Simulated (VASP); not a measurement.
Wanted: the native input for a VASP 6.6.1 run.

```
Task                   : single point
Functional             : PBE
Potentials or basis    : VASP PAW PBE potentials, release 64 (Ta_pv, N)
Cutoff                 : 520 eV
k mesh                 : 9 × 9 × 12
Occupations            : gaussian, width 0.1 eV
Spin                   : no spin polarisation
Dipole correction      : no
Further INCAR settings : ALGO = Fast; EDIFF = 1e-06; NBANDS = 33
```

The structure of TaN lies in POSCAR:

```
TaN
1.0
    5.2256901908      0.0000000000      0.0000000000
   -2.6128450954      4.5255804575      0.0000000000
    0.0000000000      0.0000000000      2.9223392101
Ta N
3 3
Direct
    0.0000000000      0.0000000000      0.0000000000
    0.3333333333      0.6666666667      0.5000000000
    0.6666666667      0.3333333333      0.5000000000
    0.3925283144      0.0000000000      0.0000000000
    0.6074716856      0.6074716856      0.0000000000
    0.0000000000      0.3925283144      0.0000000000
```

The cell comes from a database or a generator and needn't be the stable form of this composition.

These files were run (other wordings do the same):

INCAR

```
SYSTEM = TaN
PREC = Accurate ; ENCUT = 520
EDIFF = 1E-6 ; ISMEAR = 0
SIGMA = 0.1 ; LREAL = .False.
LASPH = .True. ; NELM = 100
ALGO = Fast ; ISIF = 2
LWAVE = .False. ; LCHARG = .True.
GGA = PE ; LELF = .True.
LVHAR = .True. ; NBANDS = 33
```

KPOINTS

```
Automatic mesh
0
Gamma
  9 9 12
  0 0 0
```

Potentials or basis: VASP PAW PBE potentials, release 64 (Ta_pv, N).

Run with:

```bash
$ cat potpaw_PBE.64/Ta_pv/POTCAR potpaw_PBE.64/N/POTCAR > POTCAR
$ mpirun -np 1 vasp_std > vasp.out
```

It gave:

```
Pressure               : 0.7 GPa
Largest force          : 0.004 eV/Å
Band gap on the k mesh : none (metal or under the smearing width)
```

Wall time 2.8 min on 1 thread of Intel(R) Xeon(R) Platinum 8488C (Sapphire Rapids), on a shared host, peak memory 0.29 GiB.
